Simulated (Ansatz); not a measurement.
Set up this calculation in Ansatz 0.2.0, as the native input.

```yaml
Task: relaxation of cell and atoms
Functional: LDA
Potentials_or_basis: Ansatz PAW
Cutoff: "420 eV (not typed: the program's choice for these potentials)"
k_mesh: 8 × 8 × 8
Occupations: fermi-dirac, width 0.05 eV
Spin: no spin polarisation
```

The system is Sb.

```
CELL_PARAMETERS angstrom
3.16000 0.00000 0.00000
0.00000 3.16000 0.00000
0.00000 0.00000 3.16000
ATOMIC_POSITIONS crystal
Sb 0.00000 0.00000 0.00000
```

This isn't the form of Sb at room conditions, which is rhombohedral.

One way to write it, as run:

input.yaml

```yaml
crystal:
  lattice:
    - [3.16, 0.0, 0.0]
    - [0.0, 3.16, 0.0]
    - [0.0, 0.0, 3.16]
  atoms:
    - { symbol: Sb, position: [0.0, 0.0, 0.0] }
hamiltonian:
  xc: lda
  pseudopotentials: { kind: paw }
kpoints:
  mp_grid: { grid: [8, 8, 8] }
scf:
  occupations: { method: fermi_dirac, width: 0.05 }
output:
  forces: true
  stress: true
  eigenvalues: true
relax:
  f_tol: 0.01
  max_steps: 40
  cell: { stress_tol: 0.05 }
```

Potentials or basis: Ansatz PAW.

Command:

```console
$ ansatz run input.yaml --threads 2 --pin off --max-ram 5632MiB --backend cpu --events-out ev --progress --plain --runs-dir out
```

It gave:

```json
{
  "Relaxed volume": "28.34 Å³/atom",
  "Relaxed cell": "a = 3.049 Å, b = 3.049 Å, c = 3.049 Å, α = 90.00°, β = 90.00°, γ = 90.00°",
  "Space group after relaxing (to 0.05 Å)": "Pm-3m (No. 221)",
  "Energy gained by relaxing": "63.9 meV/atom",
  "Ionic steps": "5",
  "Pressure after relaxing": "0.0 GPa",
  "Band gap on the k mesh": "none (metal or under the smearing width)"
}
```

Caveat: the plane-wave basis is chosen anew once the cell has moved, so the energies of steps on either side of that aren't comparable; the volume moved by -10 % from the deposited cell, more than functionals usually miss; the PAW data sets come from PBE, with cores solved anew for the run's functional, which leaves a small shift of forces and pressure.

Wall time 2.2 s on 2 threads of Arm Neoverse V2, on a shared host, peak memory 0.27 GiB.
